## Electrons in shells that tin does not fill

In metallic white tin, about one valence electron in eight is counted as d or f, although the free atom has neither a 5d nor a 4f electron. These electrons do not occupy new shells. Their small number and their energy, close to that of the p electrons, fit a slight admixture of d and f shape in the p-type bands.

White tin (I4_1/amd, 2 atoms per cell), computed with OpenMX 3.8.5 using the LDA, spin-orbit coupling and the Sn7.0-s3p2d2f1 basis. Mulliken projections count the filled states from −12 eV up to the Fermi energy, which is the zero for the band centres. The k mesh is 7×7×7 for self-consistency and 9×9×9 for the density of states.

```csv
projection name,projection electrons (e),projection band centre (eV)
Sn1_s,1.950,-6.100
Sn1_p,1.530,-2.270
Sn1_d,0.330,-2.510
Sn1_f,0.140,-2.090
Sn2_s,1.950,-6.100
Sn2_p,1.530,-2.270
Sn2_d,0.330,-2.510
Sn2_f,0.140,-2.090
```

The simple pattern comes from the free atom. Outside its full 4d shell, tin has the configuration 5s²5p², so each atom should show two s electrons, two p electrons and nothing else. The column "projection electrons" gives the number found in filled states for each type of orbital. The column "projection band centre" gives the mean energy of those electrons, measured from the Fermi energy. The two atoms are equivalent by symmetry, so the rows of Sn1 tell the whole story.

### The p row and what it lacks

The s row nearly keeps to the pattern, with 1.95 electrons. The p row breaks it: it holds 1.53 electrons, 0.47 fewer than in the free atom. The d and f rows, which should be empty, together hold 0.47. In the count, what p lacks appears under d and f. This match is no separate evidence for a cause: the total is fixed near four and the s row is almost full, so the two numbers have to be close.

It would be wrong to read this as electrons promoted from 5p into 5d and 4f. A free atom is round, and its 5p electrons are well described by p functions alone. In the crystal the same electrons sit between neighbours, and their cloud is pulled out of its atomic shape towards the contacts. A p function can't bend in this way by itself, but a p function with some d or f added to it can. Functions of higher angular momentum are put into a basis for this purpose and are called polarisation functions.

A second effect works in the same direction. The p orbital of one atom reaches into the space of the next, and seen from there its tail is no longer a pure p shape. Functions of d and f type on the second atom help to describe that tail. The Mulliken scheme used here books charge by the function that describes it, and it splits the charge in the overlap of two functions equally between them. Part of a neighbour's p cloud can therefore be entered as d or f. The d row also includes any 4d character that mixes into these bands, since the table does not separate the d functions of one atom. How the 0.47 electrons divide between true change of shape, such bookkeeping and 4d admixture is not settled by these counts, and another basis would shift them.

### The d row and its borrowed energy

The band centres help to tell an admixture from a filled shell. In an atom, orbitals of the same principal quantum number rise in energy from s to p to d. The table follows this rule from s to p, with a step of 3.83 eV. It then stops: the d centre lies within a quarter of an electronvolt of the p centre, and so does the f centre. This alone does not rule out a 5d band that dips below the Fermi energy, since the column averages filled states only and any centre must fall among them. What speaks against such a band is the small count, together with the free atom, whose empty 5d level lies well above 5p.

An admixture has no level of its own and takes the energy of the bands that it enters. If d character were attached equally to every s and p electron, its centre would be the mean of the s and p centres, weighted by their electron numbers $n_s$ and $n_p$:

$$
E_{\text{even}}=\frac{n_sE_s+n_pE_p}{n_s+n_p}
=\frac{1.95\,(-6.10)+1.53\,(-2.27)}{1.95+1.53}\ \text{eV}=-4.42\ \text{eV}.
$$

Here $E_s$ and $E_p$ are the two band centres. The estimate has no adjustable constant, and it fails in a useful way. The computed d centre is −2.51 eV, about 1.9 eV higher, and the f centre lies higher still. The admixture is thus not spread evenly but gathers in the upper part of the filled bands, where the p electrons are.

Theory offers two reasons for this preference. The first is energy: for equal coupling, two orbitals mix more strongly the closer they lie in energy, and the empty d and f functions lie above the filled bands, so they are nearer to the p states than to the deep s states. The second is shape. The surroundings of an atom in white tin have no centre of inversion, so their field can mix p and d functions on the same atom directly. Three of the five d functions share the local symmetry of a p orbital, and only one shares that of the s orbital. This count covers the direct mixing alone; d functions also mix with the s and p orbitals of neighbouring atoms, which does not depend on this rule.

### How far the centres can be trusted

The four projections add up to 3.95 electrons per atom, 0.05 short of the expected four. Mulliken counting leaves no charge without an orbital, so the shortfall probably arises in the sum over energies: the density of states is broadened, and its k mesh differs from the one that fixed the Fermi energy. The missing charge is small beside the s or p count but about a third of the f count. If all of it were d charge at the Fermi energy, the d centre would rise to −2.18 eV and pass the p centre. The order of d and p therefore has no meaning here.

The opposite extreme places the missing charge at the lower edge of the energy window, at −12 eV. The d centre would then sink to −3.76 eV, which is still above the even-sharing value. The f centre would sink to −4.70 eV, below it. That d character leans towards the p states thus survives even this unlikely case, while for f it is only the likely reading. The output printed after the text lists these cases with the other differences.

### Reading a small d count

Tin also shows what a real d shell looks like. Its full 4d shell is part of the calculation, but it lies far below the energy window, so the 4d band itself is not counted in the d row. Had the window reached down to it, the d count would have jumped by about ten electrons and the d centre would have dropped far below the s centre. A filled shell brings a count near its capacity and an energy of its own; an admixture brings a fraction of an electron and the energy of its host.

The same two questions can be put to other p-block metals and semiconductors: how large is the count, and whose energy does it share? In the heavy alkaline earth metals the energy can't decide, because the d levels there lie low enough to take a real part in the bands, and the filled part of such a band also lies among the s and p states. In a p-block solid, a few tenths of an electron centred on the p bands most likely reflect the shape of the bonding charge and the way it is booked, with some character of a full inner d shell where one lies close enough. They should not be entered as d electrons in an argument about valence or reactivity, and a comparison between materials calls at least for basis sets built in the same way.

Output of the analysis:

```
Counts against the free atom:
    row  computed (e)  free atom (e)  difference (e)
  Sn1_s          1.95              2           -0.05
  Sn1_p          1.53              2           -0.47
  Sn1_d          0.33              0            0.33
  Sn1_f          0.14              0            0.14
  Sn2_s          1.95              2           -0.05
  Sn2_p          1.53              2           -0.47
  Sn2_d          0.33              0            0.33
  Sn2_f          0.14              0            0.14
p electrons short of the free atom, per atom (e): 0.47
d and f electrons together, per atom (e): 0.47
share of d and f in the projected electrons (%): 11.9
projected electrons per atom (e): 3.95
electrons missing from the projections, per atom (e): 0.05
missing part of the four electrons (%): 1.25
p centre above s centre (eV): 3.83
d centre relative to p centre (eV): -0.24
f centre relative to p centre (eV): 0.18
centre expected for even sharing over s and p electrons (eV): -4.416
d centre above the even-sharing value (eV): 1.906
f centre above the even-sharing value (eV): 2.326
d centre if all missing charge were d at the Fermi energy (eV): -2.18
d centre if all missing charge were d at the window floor (eV): -3.759
f centre if all missing charge were f at the window floor (eV): -4.698
```
